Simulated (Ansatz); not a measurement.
## SnO2 and the effect of the pressure

The cell as given:

```xyz
12
Lattice="-3.2489 3.4145 3.4140 3.2489 -3.4145 3.4140 3.2489 3.4145 -3.4140" Properties=species:S:1:pos:R:3 pbc="T T T"
Sn   -1.6244    1.7072    1.7070
Sn    1.6244    1.7072    1.7070
Sn    3.2489   -1.7072    1.7316
Sn    0.0000    5.1217    1.6824
O     1.6068    1.7072    3.7998
O    -1.6068    1.7072    3.7998
O     0.0000    0.3858    1.6793
O     0.0000    3.0287    1.6793
O     3.2489    0.3858    1.7347
O     4.8557    1.7072   -0.3858
O     3.2489    3.0287    1.7347
O     1.6421    1.7072   -0.3858
```

The cell is a database's computed one, not the measured one.

Kept alike: task relaxation of cell and atoms; functional LDA; k mesh 5 × 5 × 5; occupations fermi-dirac, width 0.05 eV; no spin polarisation. Program: Ansatz, Ansatz PAW, cutoff 420 eV. The mesh is that of the run's cell of 12 atoms. No spin-orbit coupling.

| pressure, P (GPa) | volume (Å³/atom) |
| --- | --- |
| 0 | 11.858 |
| 2 | 11.746 |
| 5 | 11.588 |
| 10 | 11.350 |
| 20 | 10.945 |

The relaxations keep at least the cell's symmetry (Imma). Runs of this series that gave no sound value for these columns are left out. The runs follow the start's structure, whether or not it is the stable one at these pressures. Ansatz's relaxations hold a Pulay term in the stress (up to 1.2 GPa here). All rows use potentials made for PBE.

The volume falls from 11.858 to 10.945 Å³/atom between 0 and 20 GPa. The volume falls ever more slowly, since the solid stiffens under load. At the pressures aimed at, which the runs meet within some tenths of a GPa, the step from 0 to 5 GPa gives a mean bulk modulus near 217 GPa, the last step 275 GPa.
